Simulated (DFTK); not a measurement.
Wanted: the native input for a DFTK 0.8.2 run.

```yaml
Task: band structure
Functional: BJ06
Potentials_or_basis: SG15 1.2 (PBE)
Cutoff: 1225 eV
k_mesh: 10 × 10 × 10
Occupations: fermi-dirac, width 0.05 eV
Spin: no spin polarisation
Valence_electrons: Au 19
SCF_tolerance_on_the_density: 1e-06
```

Au:

```
CELL_PARAMETERS angstrom
2.74841 0.00000 0.00000
0.00000 2.74841 0.00000
0.00000 0.00000 2.74841
ATOMIC_POSITIONS crystal
Au 0.50000 0.50000 0.50000
```

The cell was built by a generator and needn't be a form met in nature.

The input as run:

run.jl

```julia
using DFTK
using PseudoPotentialData
using Unitful, UnitfulAtomic
using LinearAlgebra, Printf
include("save.jl")
disable_threading()

# lattice vectors are the columns
lattice = austrip(1u"Å") * [       2.74841            0.0            0.0;
                      0.0        2.74841            0.0;
                      0.0            0.0        2.74841]
symbols   = [:Au]
positions = [[0.5, 0.5, 0.5]]
pseudopotentials = Dict(:Au => "Au.upf")
elements = Dict(s => ElementPsp(s, pseudopotentials; rcut=10.0) for s in unique(symbols))
atoms    = [elements[s] for s in symbols]

build_model(lattice, positions; symmetries=true) =
    model_DFT(lattice, atoms, positions;
              functionals=[:mgga_x_tb09, :lda_c_pw],
              temperature=austrip(0.05u"eV"),
              smearing=Smearing.FermiDirac(),
              symmetries)
Ecut  = 45.0  # hartree
kgrid = [10, 10, 10]
tol   = 1e-6
to_GPa = ustrip(uconvert(u"GPa", 1u"hartree/bohr^3"))

model = build_model(lattice, positions)
basis = PlaneWaveBasis(model; Ecut, kgrid)
display(basis)
scfres = self_consistent_field(basis;
                               tol,
                               nbandsalg=AdaptiveBands(model; n_bands_converge=14))
display(scfres.energies)
@printf "Fermi level: %.6f eV\n" ustrip(auconvert(u"eV", something(scfres.εF, NaN)))
println("Levels at the first k-point (eV): ", round.(ustrip.(auconvert.(u"eV", scfres.eigenvalues[1][1:scfres.n_bands_converge])); digits=4))
save_scf!(scfres)

points = Dict("G" => [0.0, 0.0, 0.0], "M" => [0.5, 0.5, 0.0], "R" => [0.5, 0.5, 0.5], "X" => [0.0, 0.5, 0.0])
segments = [("G", "X", 6), ("X", "M", 6), ("M", "G", 8), ("G", "R", 10), ("R", "X", 8), ("M", "R", 6)]
kcoords = vcat([[points[a] + t * (points[b] - points[a]) for t in range(0, 1, n)] for (a, b, n) in segments]...)
bands = compute_bands(scfres, ExplicitKpoints(kcoords); n_bands=16, tol=1e-5)
for (k, ε) in zip(bands.basis.kpoints, bands.eigenvalues)
    @printf "%d %8.4f %8.4f %8.4f " k.spin k.coordinate...
    println(join([@sprintf("%9.4f", e) for e in ustrip.(auconvert.(u"eV", ε .- scfres.εF))]))
end
results["band_energies"] = rows(bands.eigenvalues); results["band_kpoints"] = rows(kcoords)
```

Potentials or basis: SG15 1.2 (PBE).

Command:

```console
$ julia --threads=1 run.jl  # save.jl only writes the numbers to a file and isn't shown; printed stress counts tension as positive; times include loading and compiling
```

Results of the run:

| Property | Result |
| --- | --- |
| Band gap on the k mesh | none (metal or under the smearing width) |

Caveat: the program leaves the constant c of mgga_x_tb09 at 1, so the potential is Becke-Johnson's (BJ06) and not Tran and Blaha's, with levels but no total energy; the potentials were made for another functional, which shifts forces and pressure; spin-orbit coupling is left out, which moves the levels of the heavy elements.

Run time: 3.2 min on 1 thread of AMD EPYC 7R43 64-Core Processor (Zen 3), with other jobs on the host, peak memory 1.6 GiB.
